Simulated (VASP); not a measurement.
# A few sheets of MgI2 in VASP

How does a few sheets of MgI2 behave as a surface?

Program: VASP 6.6.1. Level of theory: PBE with D3(BJ); plane waves and PAW (I, Mg). Results are calculated unless marked as measured.

## Step 1: Set-up

The cell holds 6 atoms: 4 I and 2 Mg. Its edges and angles: a = 4.140 Å, b = 4.140 Å, c = 25.320 Å, α = 90.0°, β = 90.0°, γ = 120.0°. It derives from MgI2. A few sheets cut from a layered arrangement of the crystal. Vacuum lies along c.

As a file:

```
I Mg
1.0
     4.14000    0.00000    0.00000
    -2.07000    3.58535    0.00000
     0.00000    0.00000   25.32000
I Mg
4 2
Cartesian
  0.0000 2.3902 17.8200
  2.0700 1.1951 14.3800
  0.0000 2.3902 10.9400
  2.0700 1.1951 7.5000
  0.0000 0.0000 16.1000
  0.0000 0.0000 9.2200
```

## Step 2: Relaxing the slab

All atoms relax at the fixed cell.

INCAR reads:

```
SYSTEM = MgI2
PREC = Normal
ENCUT = 300
EDIFF = 1E-05
NELM = 120
ISMEAR = 0
SIGMA = 0.05
LREAL = .FALSE.
ALGO = Fast
GGA = PE
IVDW = 12
NBANDS = 22
LORBIT = 11
LWAVE = .FALSE.
LCHARG = .FALSE.
KPAR = 2
IBRION = 2
NSW = 40
ISIF = 2
EDIFFG = -0.03
POTIM = 0.4
MAXMIX = 40
IDIPOL = 3
LDIPOL = .TRUE.
DIPOL = 0.5 0.5 0.5
```

POSCAR reads:

```
MgI2
1.0
    4.1400000000      0.0000000000      0.0000000000
   -2.0700000000      3.5853451720      0.0000000000
    0.0000000000      0.0000000000     25.3200000000
I Mg
4 2
Direct
    0.3333333330      0.6666666670      0.7037914690
    0.6666666670      0.3333333330      0.5679304900
    0.3333333330      0.6666666670      0.4320695100
    0.6666666670      0.3333333330      0.2962085310
    0.0000000000      0.0000000000      0.6358609790
    0.0000000000      0.0000000000      0.3641390210
```

KPOINTS reads:

```
Automatic mesh
0
Gamma
9 9 1
0 0 0
```

PAW data sets: I and Mg (PBE family, release 64).

Started as:

```console
$ mpirun -np 2 vasp_std
```

The log of the run:

```text
[banner, memory and clock lines left out]
running    2 mpi-ranks, on    1 nodes
 distrk:  each k-point on    1 cores,    2 groups
 distr:  one band on    1 cores,    1 groups

 POSCAR found type information on POSCAR I Mg
 POSCAR found :  2 types and       6 ions
 LDA part: xc-table for (Slater+PW92), standard interpolation
 POSCAR, INCAR and KPOINTS ok, starting setup
 FFT: planning ... GRIDC
 FFT: planning ... GRID_SOFT
 FFT: planning ... GRID
 WAVECAR not read
 entering main loop
       N       E                     dE             d eps       ncg     rms          rms(c)
DAV:   1     0.179853267816E+03    0.17985E+03   -0.77702E+03   528   0.693E+02
DAV:   2     0.716330462941E+01   -0.17269E+03   -0.16364E+03   792   0.151E+02
DAV:   3    -0.148286771548E+02   -0.21992E+02   -0.21870E+02   642   0.600E+01
DAV:   4    -0.157172131459E+02   -0.88854E+00   -0.88778E+00   762   0.152E+01
DAV:   5    -0.157291608196E+02   -0.11948E-01   -0.11946E-01   636   0.206E+00    0.556E+00
RMM:   6    -0.154549882700E+02    0.27417E+00   -0.32849E-01   528   0.216E+00    0.359E+00
RMM:   7    -0.154176974058E+02    0.37291E-01   -0.57499E-01   528   0.288E+00    0.795E-01
RMM:   8    -0.154007180126E+02    0.16979E-01   -0.63580E-02   528   0.114E+00    0.220E-01
RMM:   9    -0.154010135478E+02   -0.29554E-03   -0.32534E-03   551   0.349E-01    0.984E-02
RMM:  10    -0.154010970204E+02   -0.83473E-04   -0.79253E-04   596   0.152E-01    0.562E-02
RMM:  11    -0.154011456550E+02   -0.48635E-04   -0.14998E-04   486   0.627E-02    0.544E-02
RMM:  12    -0.154011424565E+02    0.31984E-05   -0.52725E-05   469   0.356E-02
   1 F= -.17023294E+02 E0= -.17023294E+02  d E =-.170233E+02
 curvature:   0.00 expect dE= 0.000E+00 dE for cont linesearch  0.000E+00
 trial: gam= 0.00000 g(F)=  0.811E-02 g(S)=  0.000E+00 ort = 0.000E+00 (trialstep = 0.100E+01)
 search vector abs. value=  0.811E-02
 bond charge predicted
       N       E                     dE             d eps       ncg     rms          rms(c)
DAV:   1    -0.154062108253E+02   -0.50652E-02   -0.23986E-01   654   0.216E+00    0.250E-01
RMM:   2    -0.154070342527E+02   -0.82343E-03   -0.89816E-03   528   0.515E-01    0.258E-01
RMM:   3    -0.154070995156E+02   -0.65263E-04   -0.12643E-03   528   0.205E-01    0.738E-02
RMM:   4    -0.154071126899E+02   -0.13174E-04   -0.17136E-04   529   0.917E-02    0.465E-02
RMM:   5    -0.154071165947E+02   -0.39048E-05   -0.87604E-05   505   0.530E-02
   2 F= -.17030735E+02 E0= -.17030735E+02  d E =-.744061E-02
[...]
3 F= -.17043332E+02 E0= -.17043332E+02  d E =-.200374E-01
 curvature:  -2.49 expect dE=-0.102E-02 dE for cont linesearch -0.897E-03
 ZBRENT: extrapolating
 opt :   5.0274  next Energy=   -17.044210 (dE=-0.209E-01)
 bond charge predicted
       N       E                     dE             d eps       ncg     rms          rms(c)
DAV:   1    -0.154137597817E+02    0.16075E-02   -0.25174E-01   636   0.221E+00    0.242E-01
RMM:   2    -0.154146274830E+02   -0.86770E-03   -0.96601E-03   528   0.527E-01    0.452E-02
RMM:   3    -0.154147151542E+02   -0.87671E-04   -0.93158E-04   528   0.203E-01    0.310E-02
RMM:   4    -0.154147524223E+02   -0.37268E-04   -0.21287E-04   546   0.996E-02    0.357E-02
RMM:   5    -0.154147702485E+02   -0.17826E-04   -0.46434E-05   468   0.484E-02    0.179E-02
RMM:   6    -0.154147735856E+02   -0.33371E-05   -0.10900E-05   338   0.239E-02
   4 F= -.17044214E+02 E0= -.17044214E+02  d E =-.209193E-01
 curvature:  -2.44 expect dE=-0.175E-03 dE for cont linesearch -0.135E-05
 trial: gam= 0.01714 g(F)=  0.719E-04 g(S)=  0.000E+00 ort =-0.671E-04 (trialstep = 0.181E+01)
 search vector abs. value=  0.720E-04
 reached required accuracy - stopping structural energy minimisation
```

It took 15 s on 2 MPI ranks of Intel Xeon 6975P-C (Granite Rapids), shared host; peak memory 0.41 GiB.

Lines that name or quote the potential files are left out of all logs, and their timing lines are given in words.

From OUTCAR (step 2):

```text
ion  position               nearest neighbor table
   1  0.333  0.667  0.704-   5 2.94   5 2.94   5 2.94
   2  0.667  0.333  0.568-   5 2.94   5 2.94   5 2.94
   3  0.333  0.667  0.432-   6 2.94   6 2.94   6 2.94
   4  0.667  0.333  0.296-   6 2.94   6 2.94   6 2.94
   5  0.000  0.000  0.636-   2 2.94   2 2.94   2 2.94   1 2.94   1 2.94   1 2.94
   6  0.000  0.000  0.364-   3 2.94   3 2.94   3 2.94   4 2.94   4 2.94   4 2.94

  LATTYP: Found a hexagonal cell.
 ALAT       =     4.1400000000
 C/A-ratio  =     6.1159420290

 Subroutine GETGRP returns: Found 12 space group operations
 (whereof 12 operations were pure point group operations)

The static configuration has the point symmetry D_3d.

 Found     12 irreducible k-points:

   k-points           NKPTS =     12   k-points in BZ     NKDIM =     12   number of bands    NBANDS=     22

   dimension x,y,z NGX =    18 NGY =   18 NGZ =  108
   dimension x,y,z NGXF=    36 NGYF=   36 NGZF=  216

   ENCUT  =  300.0 eV  22.05 Ry    4.70 a.u.   5.85  5.85 35.76*2*pi/ulx,y,z

   NELECT =      32.0000    total number of electrons

 k-points in reciprocal lattice and weights: Automatic mesh
   0.00000000  0.00000000  0.00000000       0.012
   0.11111111  0.00000000  0.00000000       0.074
   0.22222222  0.00000000  0.00000000       0.074
   0.33333333  0.00000000  0.00000000       0.074
   0.44444444  0.00000000  0.00000000       0.074
   0.11111111  0.11111111  0.00000000       0.074
   0.22222222  0.11111111  0.00000000       0.148
   0.33333333  0.11111111  0.00000000       0.148
   0.44444444  0.11111111  0.00000000       0.074
   0.22222222  0.22222222  0.00000000       0.074
   0.33333333  0.22222222  0.00000000       0.148
   0.33333333  0.33333333  0.00000000       0.025

 Edisp (eV)   -1.62797

 dipolmoment           0.000000      0.000000      0.000000 electrons x Angstroem

 average (electrostatic) potential at core
       1 -96.2280       2 -96.2672       3 -96.2672       4 -96.2280       5 -42.7215
       6 -42.7215

 E-fermi :  -1.3929

 k-point     1 :       0.0000    0.0000    0.0000
  band No.  band energies     occupation
    ...
     12      -1.9430      2.00000
     13      -1.7087      2.00000
     14      -1.7087      2.00000
     15      -1.6669      2.00000
     16      -1.6669      2.00000
     17       2.2645      0.00000
     18       2.7440      0.00000
     19       3.2277      0.00000
     20       3.2676      0.00000
     21       4.3122      0.00000
    ...

 k-point     2 :       0.1111    0.0000    0.0000
  band No.  band energies     occupation
    ...
     12      -2.0897      2.00000
     13      -2.0790      2.00000
     14      -1.8808      2.00000
     15      -1.7508      2.00000
     16      -1.6919      2.00000
     17       2.7229      0.00000
     18       3.0430      0.00000
     19       3.6926      0.00000
     20       3.7420      0.00000
     21       4.2964      0.00000
    ...

 k-point     3 :       0.2222    0.0000    0.0000
  band No.  band energies     occupation
    ...
     12      -2.3815      2.00000
     13      -2.3762      2.00000
     14      -1.9759      2.00000
     15      -1.8990      2.00000
     16      -1.8136      2.00000
     17       2.8657      0.00000
     18       3.0622      0.00000
     19       3.7858      0.00000
     20       3.9723      0.00000
     21       4.5428      0.00000
    ...

 Edisp (eV)   -1.62944

  Total      -0.27631    -0.27631    -0.11243    -0.00000     0.00000     0.00000
  in kB      -1.17791    -1.17791    -0.47927    -0.00000     0.00000     0.00000
  external pressure =       -0.95 kB  Pullay stress =        0.00 kB

  energy-cutoff  :      300.00
  volume of cell :      375.83
      direct lattice vectors                 reciprocal lattice vectors
     4.140000000  0.000000000  0.000000000     0.241545894  0.139456587  0.000000000
    -2.070000000  3.585345172  0.000000000     0.000000000  0.278913173  0.000000000
     0.000000000  0.000000000 25.320000000     0.000000000  0.000000000  0.039494471

 POSITION                                       TOTAL-FORCE (eV/Angst)
 -----------------------------------------------------------------------------------
     -0.00000      2.39023     17.77828        -0.000000     -0.000000     -0.016270
      2.07000      1.19512     14.42701         0.000000      0.000000     -0.017138
     -0.00000      2.39023     10.89299         0.000000     -0.000000      0.017138
      2.07000      1.19512      7.54172         0.000000      0.000000      0.016270
      0.00000      0.00000     16.09784        -0.000000     -0.000000      0.019310
     -2.07000      3.58535      9.22216        -0.000000      0.000000     -0.019310
 -----------------------------------------------------------------------------------
    total drift:                                0.000000     -0.000000     -0.000000

  FREE ENERGIE OF THE ION-ELECTRON SYSTEM (eV)
  ---------------------------------------------------
  free  energy   TOTEN  =       -17.0442136748 eV

  energy  without entropy=      -17.0442136748  energy(sigma->0) =      -17.04421367

 reached required accuracy - stopping structural energy minimisation

 vacuum level on the upper side and lower side of the slab         4.659         4.659

 total charge
# of ion       s       p       d       tot
------------------------------------------
    1        1.506   2.826   0.012   4.343
    2        1.507   2.826   0.013   4.346
    3        1.507   2.826   0.013   4.346
    4        1.506   2.826   0.012   4.343
    5        0.139   0.113   0.028   0.280
    6        0.139   0.113   0.028   0.280
--------------------------------------------------
tot          6.303  11.529   0.106  17.938

[... 3 further parts left out ...]
```

CONTCAR:

```
MgI2
   1.00000000000000
     4.1399999999999997    0.0000000000000000    0.0000000000000000
    -2.0699999999999998    3.5853451719999998    0.0000000000000000
     0.0000000000000000    0.0000000000000000   25.3200000000000003
  I               Mg
     4     2
Direct
     0.3333333329999988    0.6666666670000012    0.7021439120828522
     0.6666666670000012    0.3333333329999988    0.5697870699302703
     0.3333333329999988    0.6666666670000012    0.4302129300697297
     0.6666666670000012    0.3333333329999988    0.2978560879171478
     0.0000000000000000    0.0000000000000000    0.6357756171437391
     0.0000000000000000    1.0000000000000000    0.3642243828562609
```

The gap is read on the k-mesh alone, so it is an upper bound where the band edges lie off the mesh. The run keeps the 12 symmetry operations of its start, so it cannot find a distortion of lower symmetry.

The steps of the relaxation:

| step | energy less that of the first step (eV) | largest force (eV/Å) |
| --- | --- | --- |
| 1 | 0.0000 | 0.2423 |
| 2 | -0.0074 | 0.1975 |
| 3 | -0.0200 | 0.0605 |
| 4 | -0.0209 | 0.0193 |

The atoms that moved most (Å):

| atom | dx | dy | dz | length |
| --- | --- | --- | --- | --- |
| I2 | 0.000 | 0.000 | 0.047 | 0.047 |
| I3 | 0.000 | 0.000 | -0.047 | 0.047 |
| I4 | 0.000 | 0.000 | 0.042 | 0.042 |
| I1 | 0.000 | 0.000 | -0.042 | 0.042 |

Final coordinates:

```xyz
6
Lattice="4.1400 0.0000 0.0000 -2.0700 3.5853 0.0000 0.0000 0.0000 25.3200" Properties=species:S:1:pos:R:3
I     0.0000    2.3902   17.7783
I     2.0700    1.1951   14.4270
I     0.0000    2.3902   10.8930
I     2.0700    1.1951    7.5417
Mg    0.0000    0.0000   16.0978
Mg    0.0000    0.0000    9.2222
```

Numbers from this step:

- electronic cycles: 30
- electrons: 32
- free energy (TOTEN): -17.04 eV
- Fermi energy: -1.393 eV
- labelled metallic, from the levels on this mesh: no
- dipole moment: 0, 0, 0 e·Å
- gap on the k-mesh: 3.631 eV
- least direct gap on the k-mesh: 3.931 eV

The run ended after 4 ionic steps, 0.021 eV below its first step, once the forces on the free atoms met EDIFFG = -0.03.

Only the dipole across the slab is computed (IDIPOL = 3); zeros along the plane are no results.

[end of part 1 of 2]

[Lines on the potential files, build, host, timing and source positions are cut from VASP's logs without a mark.]

[Logs are printed without paths, hosts, clocks, repeated set-up lines and the standing remarks that a program may print on its own settings, such as how far it seeks lower states.]

[Hosts, paths, dates, database ids (printed as entryN), source tags and the programs' standing remarks are cut or masked in the printed files.]

[In band tables of VASP the shares of atoms and orbitals are scaled to a sum of 1 inside the atoms' spheres.]

[Runs that stopped without an error message from VASP are left out.]
